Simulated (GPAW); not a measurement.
# GaP (F-43m) in GPAW: further runs, part 2 of 2

GPAW 26.7.0.

**4. Single point, PBE**

Contents of run.py:

```python
from ase.dft.bandgap import bandgap
from ase.io import read, write
from ase.units import Bohr, GPa
from gpaw import GPAW, PW
from gpaw.elf import elf_from_dft_calculation

atoms = read('GaP.xyz')

calc = GPAW(mode=PW(600),
            xc='PBE',
            kpts={'size': (8, 8, 8), 'gamma': True},
            occupations={'name': 'methfessel-paxton', 'order': 0, 'width': 0.012},
            nbands=11,
            convergence={'density': 1e-05, 'energy': 1e-05},
            maxiter=150,
            txt='gpaw.txt')
atoms.calc = calc
energy = atoms.get_potential_energy()
forces = atoms.get_forces()
stress = atoms.get_stress()
calc.write('gs.gpw')
write('result.traj', atoms)
print(f'Energy: {energy:.6f} eV')
print('Forces (eV/A):')
print(forces.round(4))
print('Stress (GPa):', (stress / GPa).round(3))
print('Fermi level:', round(calc.get_fermi_level(), 4), 'eV')
print(f'Gap: {bandgap(calc)[0]:.4f} eV, direct: {bandgap(calc, direct=True)[0]:.4f} eV')

# fields on the real-space grid
write('density.cube', atoms, data=calc.get_pseudo_density() * Bohr**3)
write('potential.cube', atoms, data=calc.get_electrostatic_potential())
write('elf.cube', atoms, data=elf_from_dft_calculation(calc).data)
```

Contents of GaP.xyz:

```xyz
2
Lattice="0.0000000000 2.7252500000 2.7252500000 2.7252500000 0.0000000000 2.7252500000 2.7252500000 2.7252500000 0.0000000000" Properties=species:S:1:pos:R:3 pbc="T T T"
Ga     0.0000000000      0.0000000000      0.0000000000
P      4.0878750000      4.0878750000      4.0878750000
```

Potentials or basis: GPAW PAW data sets (gpaw-data 1.2.1), pw.

Started as:

```bash
$ OMP_NUM_THREADS=1 python run.py
```

gpaw.txt:

```text
__  _  _
 | _ |_)|_||  |
 |__||  | ||/\| - 26.7.0

Input parameters:
  mode=PW(ecut=600.0),
  convergence={'density': 1e-05, 'energy': 1e-05},
  kpts=MonkhorstPack(size=(8, 8, 8), gamma=True),
  maxiter=150,
  nbands=11,
  occupations=Occupations(name='methfessel-paxton', order=0, width=0.012),
  xc=XC(name='PBE')

Diagonalizing LCAO Hamiltonian
Converting LCAO to pw mode

                    P

       Ga

Atoms  # Å, Bohr magnetons
|   | symbol |        x |        y |        z |    initial magnetic moments |
|---|--------|----------|----------|----------|-----------------------------|
| 0 |     Ga | 0.000000 | 0.000000 | 0.000000 | ( 0.0000,  0.0000,  0.0000) |
| 1 |      P | 4.087875 | 4.087875 | 4.087875 | ( 0.0000,  0.0000,  0.0000) |

Unit cell  # Å
| periodic |        x |        y |        z |  lengths |    angles |
|----------|----------|----------|----------|----------|-----------|
|      yes | 0.000000 | 2.725250 | 2.725250 | 3.854086 | 60.000000 |
|      yes | 2.725250 | 0.000000 | 2.725250 | 3.854086 | 60.000000 |
|      yes | 2.725250 | 2.725250 | 0.000000 | 3.854086 | 60.000000 |

Number of symmetries: 24
Symmetry operations  # r_c * U_cc + t_c -> r_c
|    | kind |            matrix            |
|----|------|------------------------------|
|  0 |  E   |  1, 0, 0,  0, 1, 0,  0, 0, 1 |
|  1 |  σ   |  1, 0, 0,  0, 0, 1,  0, 1, 0 |
|  2 |  σ   |  1, 0,-1,  0, 1,-1,  0, 0,-1 |
|  3 |  C3  |  1, 0,-1,  0, 0,-1,  0, 1,-1 |
|  4 |  C3  |  1,-1, 0,  0,-1, 1,  0,-1, 0 |
|  5 |  σ   |  1,-1, 0,  0,-1, 0,  0,-1, 1 |
|  6 |  σ   |  0, 1, 0,  1, 0, 0,  0, 0, 1 |
|  7 |  C3  |  0, 1, 0,  0, 0, 1,  1, 0, 0 |
|  8 |  C2  |  0, 1,-1,  1, 0,-1,  0, 0,-1 |
|  9 |  S4  |  0, 1,-1,  0, 0,-1,  1, 0,-1 |
| 10 |  C3  |  0, 0, 1,  1, 0, 0,  0, 1, 0 |
| 11 |  σ   |  0, 0, 1,  0, 1, 0,  1, 0, 0 |
| 12 |  S4  |  0, 0,-1,  1, 0,-1,  0, 1,-1 |
| 13 |  C3  |  0, 0,-1,  0, 1,-1,  1, 0,-1 |
| 14 |  S4  |  0,-1, 1,  1,-1, 0,  0,-1, 0 |
| 15 |  C2  |  0,-1, 1,  0,-1, 0,  1,-1, 0 |
| 16 |  C3  |  0,-1, 0,  1,-1, 0,  0,-1, 1 |
| 17 |  S4  |  0,-1, 0,  0,-1, 1,  1,-1, 0 |
| 18 |  S4  | -1, 1, 0, -1, 0, 1, -1, 0, 0 |
| 19 |  C3  | -1, 1, 0, -1, 0, 0, -1, 0, 1 |
| 20 |  C3  | -1, 0, 1, -1, 1, 0, -1, 0, 0 |
| 21 |  S4  | -1, 0, 1, -1, 0, 0, -1, 1, 0 |
| 22 |  σ   | -1, 0, 0, -1, 1, 0, -1, 0, 1 |
| 23 |  C2  | -1, 0, 0, -1, 0, 1, -1, 1, 0 |

BZ-sampling:
  Number of BZ points: 512
  Number of IBZ points: 29

  Monkhorst-Pack size: [8, 8, 8]
  Monkhorst-Pack shift: [0.0625, 0.0625, 0.0625]

K-points  # in reciprocal-cell coordinates
|     |                                coordinates |     weight |
|-----|--------------------------------------------|------------|
|   0 | (  0.00000000,   0.00000000,   0.00000000) | 0.00195312 |
|   1 | (  0.12500000,   0.12500000,   0.00000000) | 0.01171875 |
|   2 | (  0.12500000,   0.12500000,   0.12500000) | 0.01562500 |
|   3 | (  0.25000000,   0.12500000,   0.12500000) | 0.02343750 |
|   4 | (  0.25000000,   0.25000000,   0.00000000) | 0.01171875 |
|   5 | (  0.25000000,   0.25000000,   0.12500000) | 0.04687500 |
|   6 | (  0.25000000,   0.25000000,   0.25000000) | 0.01562500 |
|   7 | (  0.37500000,   0.25000000,  -0.37500000) | 0.04687500 |
|   8 | (  0.37500000,   0.25000000,   0.12500000) | 0.04687500 |
|   9 | (  0.37500000,   0.25000000,   0.25000000) | 0.04687500 |
| ... |                                            |            |
|  28 | (  0.50000000,   0.50000000,   0.50000000) | 0.00781250 |

Plane wave coefficients: 1365
Cutoff: 600.0 eV

Spin-components: 1 (collinear spins)
Bands:           11
Projectors:      10
Spin-degeneracy: 2
Datatype:        complex128

Parallelization:
  kpt:    1
  domain: 1
  band:   1

Density:
  Valence electrons: 8.0
  Components: 1
  Grid points: [24 24 24]
  Charge: 0.0  # |e|

Potential:
  Grid points: [24 24 24]

species:
  Ga:
    name:    Gallium
    Z:       31.0
    valence: 3
    core:    28
    charge:  0.0  # [|e|]
    compensation charges:
      type: gauss
      rc: 0.37  # [Å]
      lmax: 2
    cutoffs:
      filter: 2.06  # [Å]
      core: 4.17  # [Å]
    projectors
    | kind |    occ | energy [eV] | rcut [Å] |
    |------|--------|-------------|----------|
    |   4s |  2.000 |      -8.945 |    1.164 |
    |   4p |  1.000 |      -2.580 |    1.164 |
    |    s |        |      18.266 |    1.164 |
    |    p |        |      24.631 |    1.164 |
    |    d |        |       0.000 |    1.164 |

    Using partial waves for Ga as LCAO basis

  P:
    name:    Phosphorus
    Z:       15.0
    valence: 5
    core:    10
    charge:  0.0  # [|e|]
    compensation charges:
      type: gauss
      rc: 0.30  # [Å]
      lmax: 2
    cutoffs:
      filter: 1.69  # [Å]
      core: 1.81  # [Å]
    projectors
    | kind |    occ | energy [eV] | rcut [Å] |
    |------|--------|-------------|----------|
    |   3s |  2.000 |     -13.968 |    0.953 |
    |   3p |  3.000 |      -5.506 |    0.953 |
    |    s |        |      13.244 |    0.953 |
    |    p |        |      21.705 |    0.953 |
    |    d |        |       0.000 |    0.953 |

    Using partial waves for P as LCAO basis

Reference energy: -62187.585188  # eV

eigensolver:
  PPCG
  Converge bands: occupied
  niter=2

density mixing:
  MSR1-Mixer
  Pratt-step length: 0.05
  Maximum mixing coefficient: 0.75
  Old densities: 10
  SVD Regularization: 0.005
  Good broyden scale: 1.0
  Trust region scale: 1.0
  Backstep threshold: 4.0
  History deletion threshold: 6.0
  Fourier metric: weight=20.0, sigma=0.015

occupation numbers:
  Methfessel-Paxton:
    width: 0.0120  # eV
    order: 0

poisson solver:
  ecut: 4800.0  # eV

xc functional:
  name: PBE with 2 nearest neighbor stencil

convergence criteria:
- Maximum integral of absolute [dens]ity change: 1e-05 electrons / valence electron
- Maximum [total energy] change in last 3 cyles: 1e-05 eV / valence electron
- Maximum integral of absolute [eigenst]ate change: 4e-08 eV^2 / valence electron
maximum number of iterations: 150

SCF iterations
|iter     | |      energy | eigst |  dens |
|---------|-|-------------|-------|-------|
|iter:   1| |   -9.218766 | -0.28 |       |
|iter:   2| |   -9.184672 | -2.34 | -0.84 |
|iter:   3| |   -9.036027 | -1.89 | -0.87 |
|iter:   4| |   -9.037229 | -3.46 | -1.52 |
|iter:   5| |   -9.037524 | -4.34 | -2.05 |
|iter:   6| |   -9.037562 | -5.62 | -2.79 |
|iter:   7| |   -9.037562c| -7.21 | -3.80 |
|iter:   8| |   -9.037562c| -7.58c| -4.36 |
|iter:   9| |   -9.037562c| -8.64c| -5.35c|

Converged in 9 steps
Energy contributions relative to reference atoms: (reference = -62187.585188)

Energy contributions:
  Kinetic:          24.590039
  Coulomb:         -21.584473
  Zero:              0.014661
  External:          0.000000
  Xc:              -12.057789
  Entropy:           0.000000
  Spinorbit:         0.000000
  ----------------------------
  Free energy:      -9.037562
  Extrapolated:     -9.037562

dipole moment: (-10.829216, -10.829216, -10.829216)  # |e|*Ang

Fermi level: 5.492
Eigenvalues  # (at kpt = [0.000, 0.000, 0.000])
| band index |      eig [eV] | occ [0-2] |
|------------|---------------|-----------|
|          0 |        -7.509 |     2.000 |
|          1 |         4.954 |     2.000 |
|          2 |         4.954 |     2.000 |
|          3 |         4.954 |     2.000 |
|          4 |         6.848 |     0.000 |
|          5 |         8.885 |     0.000 |
|          6 |         8.885 |     0.000 |
|          7 |         8.885 |     0.000 |
|          8 |        13.831 |     0.000 |
|          9 |        14.653 |     0.000 |
|         10 |        14.653 |     0.000 |

Gap: 1.668 eV
Transition (v -> c):
  (s=0, k=0, n=3, [0.00, 0.00, 0.00]) -> (s=0, k=24, n=4, [0.50, 0.50, 0.00])
Direct/indirect transitions are different
Direct gap: 1.895 eV
Transition at: (s=0, k=0, n=3, [0.00, 0.00, 0.00])

Forces  # eV/Ang
|        x |        y |        z |
|----------|----------|----------|
| -0.00000 | -0.00000 | -0.00000 |  # Ga   0
| -0.00000 | -0.00000 |  0.00000 |  # P    1

Stress tensor  # eV/Ang^3
|         x |         y |         z |
|-----------|-----------|-----------|
| -0.028378 |  0.000000 | -0.000000 |
|  0.000000 | -0.028378 |  0.000000 |
| -0.000000 |  0.000000 | -0.028378 |

# Writing to gs.gpw (mode='')
```

It took 10 s on 1 thread of Arm Neoverse V1, shared host; peak memory 0.15 GiB.

What came out:

```yaml
Free_energy: -9.0376 eV
Pressure: 4.5 GPa
Band_gap_on_the_k_mesh: 1.67 eV, indirect (least direct gap 1.89 eV)
```

Caveat: the data sets keep Ga 3d, Li 1s and Be 1s frozen, and some such compounds lay over 1.5 % in volume off other programs.

**5. Single point, PBE**

Contents of run.py:

```python
from ase.dft.bandgap import bandgap
from ase.io import read, write
from ase.units import GPa
from gpaw import GPAW, PW

atoms = read('GaP.xyz')

calc = GPAW(mode=PW(600),
            xc='PBE',
            kpts={'size': (8, 8, 8), 'gamma': True},
            occupations={'name': 'methfessel-paxton', 'order': 0, 'width': 0.013000000000000001},
            nbands=11,
            convergence={'density': 1e-05, 'energy': 1e-05},
            maxiter=150,
            txt='gpaw.txt')
atoms.calc = calc
energy = atoms.get_potential_energy()
forces = atoms.get_forces()
stress = atoms.get_stress()
calc.write('gs.gpw')
write('result.traj', atoms)
print(f'Energy: {energy:.6f} eV')
print('Forces (eV/A):')
print(forces.round(4))
print('Stress (GPa):', (stress / GPa).round(3))
print('Fermi level:', round(calc.get_fermi_level(), 4), 'eV')
print(f'Gap: {bandgap(calc)[0]:.4f} eV, direct: {bandgap(calc, direct=True)[0]:.4f} eV')
```

GaP.xyz is that of step 4.

Started as:

```bash
$ OMP_NUM_THREADS=1 python run.py
```

Wall time 10 s (1 thread of Arm Neoverse V1, shared host); peak memory 0.15 GiB.

The run converged. Its results:

```yaml
Free_energy: -9.0376 eV
Pressure: 4.5 GPa
Band_gap_on_the_k_mesh: 1.67 eV, indirect (least direct gap 1.89 eV)
```

Levels at points of the mesh, in eV from the valence-band top:
```csv
k point,band 1,band 2,band 3,band 4,band 5,band 6,band 7
"(0.00, 0.00, 0.00)",-12.46,0.00,0.00,0.00,1.89,3.93,3.93
"(0.50, 0.50, 0.00)",-9.66,-6.72,-2.66,-2.66,1.67,1.85,10.64
"(0.50, 0.50, 0.50)",-10.54,-6.60,-1.11,-1.11,1.73,4.75,4.75
```

Caveat: the data sets keep Ga 3d, Li 1s and Be 1s frozen, and some such compounds lay over 1.5 % in volume off other programs.

**6. Single point, PBE**

run.py: that of step 5 with these lines changed.

```diff
@@ -5,3 +5,3 @@
 
-atoms = read('GaP.xyz')
+atoms = read('POSCAR')
 
@@ -10,3 +10,3 @@
             kpts={'size': (8, 8, 8), 'gamma': True},
-            occupations={'name': 'methfessel-paxton', 'order': 0, 'width': 0.013000000000000001},
+            occupations={'name': 'methfessel-paxton', 'order': 0, 'width': 0.014},
             nbands=11,
```

Contents of POSCAR:

```
GaP
1.0
    0.0000000000      2.7252500000      2.7252500000
    2.7252500000      0.0000000000      2.7252500000
    2.7252500000      2.7252500000      0.0000000000
Ga P
1 1
Direct
    0.0000000000      0.0000000000      0.0000000000
    0.7500000000      0.7500000000      0.7500000000
```

Potentials or basis: GPAW PAW data sets (gpaw-data 1.2.1), pw.

Started as:

```bash
$ OMP_NUM_THREADS=1 python run.py
```

Run time: 10 s. Hardware: 1 thread of Arm Neoverse V1, shared host; peak memory 0.15 GiB.

The run converged. Its results:

- Free energy: -9.0376 eV
- Pressure: 4.5 GPa
- Band gap on the k mesh: 1.67 eV, indirect (least direct gap 1.89 eV)

Levels at points of the mesh, in eV from the valence-band top:
| k point | band 2 | band 3 | band 4 | band 5 | band 6 | band 7 |
| --- | --- | --- | --- | --- | --- | --- |
| (0.00, 0.00, 0.00) | 0.00 | 0.00 | 0.00 | 1.89 | 3.93 | 3.93 |
| (0.50, 0.50, 0.00) | -6.72 | -2.66 | -2.66 | 1.67 | 1.85 | 10.64 |
| (0.50, 0.50, 0.50) | -6.60 | -1.11 | -1.11 | 1.73 | 4.75 | 4.75 |

Caveat: the data sets keep Ga 3d, Li 1s and Be 1s frozen, and some such compounds lay over 1.5 % in volume off other programs.

**7. Overview**

```csv
task,level,potentials or basis,cell,smearing,optimizer,fmax,max steps,convergence,eigensolver,gap on the mesh (eV),pressure (GPa),relaxed volume (Å³/atom)
relaxation of cell and atoms,revPBE,"the program's PAW data sets (release 1.2.1) made for this functional, pw",relaxed,fermi-dirac 0.05 eV,BFGS,0.01 eV/Å,40,density=1e-05 forces=0.0001,-,1.41,0.0,21.69
relaxation of cell and atoms,BLYP,"PAW data sets generated in the run's folder for this functional, pw",relaxed,fermi-dirac 0.05 eV,FIRE,0.05 eV/Å,40,density=1e-05 forces=0.0001,davidson,0.94,-0.3,22.36
single point,PBE,"GPAW PAW data sets (gpaw-data 1.2.1), pw",as given,gaussian 0.012 eV,-,-,-,-,-,1.67,4.5,-
single point,PBE,"GPAW PAW data sets (gpaw-data 1.2.1), pw",as given,gaussian 0.013 eV,-,-,-,-,-,1.67,4.5,-
single point,PBE,"GPAW PAW data sets (gpaw-data 1.2.1), pw",as given,gaussian 0.014 eV,-,-,-,-,-,1.67,4.5,-
```

Alike in all rows: no spin polarisation; k mesh 8 × 8 × 8; cutoff (eV) 600.

Caveats: the data sets keep Ga 3d, Li 1s and Be 1s frozen, and some such compounds lay over 1.5 % in volume off other programs; later steps reuse the first step's grids (some runs); the volume moved by +10 % from the deposited cell, more than functionals usually miss (some runs).

Total energies depend on the potentials used, so only differences within one code and one set of settings carry meaning.

**8. How close it comes**

Step 4. Against the measured gap of GaP, 2.34 eV (indirect; 10 K; quoted in “Stacking defects in GaP nanowires: Electronic structure and optical properties”, 2018, arxiv:1810.01194), the calculated 1.67 eV is off by -0.67 eV. Spin-orbit coupling on Ga is left out. The value is that of PBE on a finite k mesh, which can miss the band edges, without temperature or zero-point motion. Semilocal functionals fall short of measured gaps as a rule.

Step 5. Against the measured gap of GaP, 2.34 eV (indirect; 10 K; quoted in “Stacking defects in GaP nanowires: Electronic structure and optical properties”, 2018, arxiv:1810.01194), the calculated 1.67 eV is off by -0.67 eV. Spin-orbit coupling on Ga is left out. The value is that of PBE on a finite k mesh, which can miss the band edges, without temperature or zero-point motion. Semilocal functionals fall short of measured gaps as a rule.

Step 6. Against the measured gap of GaP, 2.34 eV (indirect; 10 K; quoted in “Stacking defects in GaP nanowires: Electronic structure and optical properties”, 2018, arxiv:1810.01194), the calculated 1.67 eV is off by -0.67 eV. Spin-orbit coupling on Ga is left out. The value is that of PBE on a finite k mesh, which can miss the band edges, without temperature or zero-point motion. Semilocal functionals fall short of measured gaps as a rule.
